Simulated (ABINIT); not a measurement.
# Si2W (I4/mmm) in ABINIT: settings compared, part 2 of 2

ABINIT 10.8.3 (patched build). The steps go on from the part before.

## (4) Single point, PBEsol

File run.abi:

```
pp_dirpath "./"
pseudos "W.GGA_PBE-JTH.xml, Si.GGA_PBE-JTH.xml"

acell 3*1.0
rprim
    -3.0366009097     3.0366009097     7.3981832916
     3.0366009097    -3.0366009097     7.3981832916
     3.0366009097     3.0366009097    -7.3981832916
ntypat 2
znucl 74 14
natom 3
typat 1 2 2
xred
     0.0000000000     0.0000000000     0.0000000000
     0.6653000000     0.6653000000     0.0000000000
     0.3347000000     0.3347000000     0.0000000000

ecut 15.0
pawecutdg 30.0

kptopt 1
ngkpt 10 10 10
nshiftk 1
shiftk 0.0 0.0 0.0

ixc -116133

nband 15
occopt 3
tsmear 0.00183747

nstep 100
tolvrs 1.0e-9

iomode 3
prtwf 0
prtden 0
prteig 0
prtebands 0
enunit 1
```

Potentials or basis: JTH PAW PBE v2.0.

Command:

```
> abinit run.abi > log 2>&1
```

Run time: 95 s. Hardware: 1 thread of Intel Xeon 6975P-C (Granite Rapids), shared host; peak memory 0.15 GiB.

Results (log left out):

```yaml
Free_energy: -2098.1690 eV
Band_gap_on_the_k_mesh: none (metal or under the smearing width)
Valence_electrons_inside_the_program's_atomic_spheres: W 11.88; Si 1.55
```

Levels at points of the mesh, in eV from the Fermi level:
```csv
k point,band 8,band 9,band 10,band 11,band 12,band 13,band 14,band 15
"(0.00, 0.00, 0.00)",-3.35,-2.84,-2.84,0.62,2.77,2.98,3.11,3.11
"(0.50, 0.00, 0.00)",-4.85,-2.79,-2.77,-0.43,2.69,2.82,3.98,4.42
"(0.50, 0.50, 0.00)",-5.48,-5.02,-3.26,-1.75,2.83,2.96,3.12,3.93
"(0.50, 0.50, 0.50)",-2.58,-0.83,-0.83,-0.50,-0.50,0.79,4.53,4.87
```

Caveat: the cutoff is too short for stress, so the log's stress isn't used; the PAW data sets were made with another functional, which shifts forces and pressure a little.

## (5) Single point, r2SCAN

File run.abi:

```
pp_dirpath "./"
pseudos "W.GGA_PBE-JTH.xml, Si.GGA_PBE-JTH.xml"

acell 8.5542390769 8.5542390769 8.5542390769
rprim
    -0.3549820016     0.3549820016     0.8648558013
     0.3549820016    -0.3549820016     0.8648558013
     0.3549820016     0.3549820016    -0.8648558013
ntypat 2
znucl 74 14
natom 3
typat 1 2 2
xred
     0.0000000000     0.0000000000     0.0000000000
     0.6653000000     0.6653000000     0.0000000000
     0.3347000000     0.3347000000     0.0000000000

ecut 18.0
pawecutdg 36.0

kptopt 1
ngkpt 7 7 7
nshiftk 1
shiftk 0.0 0.0 0.0

ixc -497498
usekden 1
pawxcdev 0

nband 15
occopt 3
tsmear 0.05 eV

nstep 100
tolvrs 1.0e-7

iomode 3
prtwf 0
prtden 0
prteig 0
prtebands 0
enunit 2
```

Potentials or basis: JTH PAW PBE v2.0.

Command:

```
> abinit run.abi > log 2>&1
```

run.abo:

```text
.Version 10.8.3 of ABINIT
 Symmetries : space group I4/m m m (#139); Bravais tI (body-center tetrag.)
================================================================================
 Values of the parameters that define the memory need of the present run
     intxc =       0    ionmov =       0      iscf =      17    lmnmax =      18
     lnmax =       6     mgfft =      36  mpssoang =       3    mqgrid =    3001
     natom =       3  nloc_mem =       2    nspden =       1   nspinor =       1
    nsppol =       1      nsym =      16    n1xccc =       1    ntypat =       2
    occopt =       3   xclevel =       2
       mpw =        1008          nfft =       46656          nkpt =          40
 PAW method is used; the additional fine FFT grid is defined by:
   mgfftf=        48    nfftf =    110592
================================================================================
================================================================================

--------------------------------------------------------------------------------
------------- Echo of variables that govern the present computation ------------
--------------------------------------------------------------------------------
 -outvars: echo values of preprocessed input variables --------
            acell      8.5542390769E+00  8.5542390769E+00  8.5542390769E+00 Bohr
              amu      1.83850000E+02  2.80855000E+01
             ecut      1.80000000E+01 Hartree
           enunit           2
              ixc     -497498
         kptrlatt        7    0    0      0    7    0      0    0    7
          kptrlen      4.25124127E+01
            natom           3
[... 269 lines left out ...]
--- !EnergyTermsWithPAWCore
iteration_state     : {dtset: 1, }
comment             : 'Components of total free energy, including PAW core contributions'
Total energy        : -1.67237537601368E+04
Total energy DC     : -1.67237537421520E+04
Total energy (eV)   : -4.55076523049759E+05
Total energy DC (eV): -4.55076522560369E+05
...

 Cartesian components of stress tensor (hartree/bohr^3)
  sigma(1 1)=  2.27065354E-05  sigma(3 2)=  0.00000000E+00
  sigma(2 2)=  2.27065354E-05  sigma(3 1)=  0.00000000E+00
  sigma(3 3)=  7.42617698E-05  sigma(2 1)=  0.00000000E+00

-Cartesian components of stress tensor (GPa)         [Pressure= -1.1737E+00 GPa]
- sigma(1 1)=  6.68049336E-01  sigma(3 2)=  0.00000000E+00
- sigma(2 2)=  6.68049336E-01  sigma(3 1)=  0.00000000E+00
- sigma(3 3)=  2.18485670E+00  sigma(2 1)=  0.00000000E+00

== END DATASET(S) ==============================================================
================================================================================

 -outvars: echo values of variables after computation  --------
            acell      8.5542390769E+00  8.5542390769E+00  8.5542390769E+00 Bohr
           etotal     -3.0592012552E+01
            fcart      2.3977220191E-19  9.5211912243E-20  7.2280144832E-20
                      -1.5025236914E-19 -7.7972224312E-20 -1.0330004293E-03
                      -8.9519832764E-20 -1.7239687931E-20  1.0330004293E-03
            rprim     -3.5498200160E-01  3.5498200160E-01  8.6485580130E-01
                       3.5498200160E-01 -3.5498200160E-01  8.6485580130E-01
                       3.5498200160E-01  3.5498200160E-01 -8.6485580130E-01
           strten      2.2706535402E-05  2.2706535402E-05  7.4261769752E-05
                       0.0000000000E+00  0.0000000000E+00  0.0000000000E+00
           xangst      0.0000000000E+00  0.0000000000E+00  0.0000000000E+00
                      -3.2876152788E-16  2.4589103253E-16  5.2092324663E+00
                      -1.1862256997E-16  7.6931972047E-17  2.6206675281E+00
             xred      0.0000000000E+00  0.0000000000E+00  0.0000000000E+00
                       6.6530000000E-01  6.6530000000E-01 -2.5785828431E-17
                       3.3470000000E-01  3.3470000000E-01 -1.2972368519E-17
 Calculation completed.
```

Wall time 4.6 min (1 thread of Intel Xeon 6975P-C (Granite Rapids), shared host); peak memory 0.17 GiB.

What came out:

```yaml
Free_energy: -832.4511 eV
Pressure: -1.2 GPa
Largest_force: 0.053 eV/Å
Band_gap_on_the_k_mesh: none (metal or under the smearing width)
Valence_electrons_inside_the_program's_atomic_spheres: W 11.87; Si 1.54
```

Forces on the atoms (eV/Å):
```
W    0.000  0.000  0.000
Si   0.000  0.000 -0.053
Si   0.000  0.000  0.053
```

Stress tensor (GPa, compression positive):
```
-0.67  0.00  0.00
 0.00 -0.67  0.00
 0.00  0.00 -2.18
```

Levels at points of the mesh, in eV from the Fermi level:
```tsv
k point	band 9	band 10	band 11	band 12	band 13	band 14
(0.00, 0.00, 0.00)	-2.97	-2.97	0.67	3.09	3.29	3.29
```

Caveat: the k mesh is coarse (spacing up to 0.39 Å⁻¹), so the values aren't converged; totals of a meta-GGA on PAW files have another zero than those of a GGA; the PAW data sets were made with another functional, which shifts forces and pressure a little. Spin-orbit coupling is left out, which matters for the levels of W.

## (6) Single point, LDA

File run.abi:

```
# Pseudopotentials
pp_dirpath "./"
pseudos "W.LDA_PW-JTH.xml, Si.LDA_PW-JTH.xml"

# Structure
acell 8.5542390769 8.5542390769 8.5542390769
rprim
    -0.3549820016     0.3549820016     0.8648558013
     0.3549820016    -0.3549820016     0.8648558013
     0.3549820016     0.3549820016    -0.8648558013
ntypat 2
znucl 74 14
natom 3
typat 1 2 2
xred
     0.0000000000     0.0000000000     0.0000000000
     0.6653000000     0.6653000000     0.0000000000
     0.3347000000     0.3347000000     0.0000000000

# Plane-wave basis
ecut 15.0
pawecutdg 30.0

# k points
kptopt 1
ngkpt 5 5 5
nshiftk 1
shiftk 0.0 0.0 0.0

# Exchange and correlation
ixc 7

# Bands and occupations
nband 15
occopt 3
tsmear 0.00183747

# SCF cycle
nstep 100
tolvrs 1.0e-9

# Output
iomode 3
prtwf 0
prtden 0
prteig 0
prtebands 0
enunit 1
prtvol 2
```

Potentials or basis: JTH PAW LDA v2.0.

Command:

```
> abinit run.abi > log 2>&1
```

Wall time 15 s (1 thread of Intel Xeon 6975P-C (Granite Rapids), shared host); peak memory 0.11 GiB.

Results (log left out):

```yaml
Free_energy: -2106.7922 eV
Largest_force: 0.026 eV/Å
Band_gap_on_the_k_mesh: none (metal or under the smearing width)
Valence_electrons_inside_the_program's_atomic_spheres: W 11.90; Si 1.57
```

Forces in eV/Å, atoms in the order of the input:
```
W    0.000  0.000  0.000
Si   0.000  0.000 -0.026
Si   0.000  0.000  0.026
```

Levels at points of the mesh, in eV from the Fermi level:
```tsv
k point	band 8	band 9	band 10	band 11	band 12	band 13	band 14	band 15
(0.00, 0.00, 0.00)	-3.50	-3.00	-3.00	0.44	2.57	2.94	2.95	2.95
```

Caveat: the k mesh is coarse (spacing up to 0.55 Å⁻¹), so the values aren't converged; the cutoff is too short for stress, so the log's stress isn't used. The run has no spin-orbit coupling, so splittings on W are missing.

## (7) Overview

| level | potentials or basis | k mesh | cutoff (eV) | fine-grid cutoff | mesh quality | gap on the mesh (eV) | largest force (eV/Å) |
| --- | --- | --- | --- | --- | --- | --- | --- |
| PBEsol | JTH PAW PBE v2.0 | 16 × 16 × 16 | 408 | 816.342 eV | not flagged | none | 0.02 |
| LDA | JTH PAW LDA v2.0 | 7 × 7 × 7 | 408 | 816.342 eV | coarse | none | 0.09 |
| PBEsol | JTH PAW PBE v2.0 | 10 × 10 × 10 | 408 | 816.342 eV | not flagged | none | - |
| r2SCAN | JTH PAW PBE v2.0 | 7 × 7 × 7 | 490 | 979.61 eV | coarse | none | 0.05 |
| LDA | JTH PAW LDA v2.0 | 5 × 5 × 5 | 408 | 816.342 eV | coarse | none | 0.03 |

Alike in all rows: task single point; no spin polarisation; cell as given; smearing fermi-dirac 0.05 eV.

Caveats: some runs use coarse meshes; the PAW data sets were made with another functional, which shifts forces and pressure a little (some runs); totals of a meta-GGA on PAW files have another zero than those of a GGA (some runs).

Absolute energies hang on the potentials; compare differences alone.
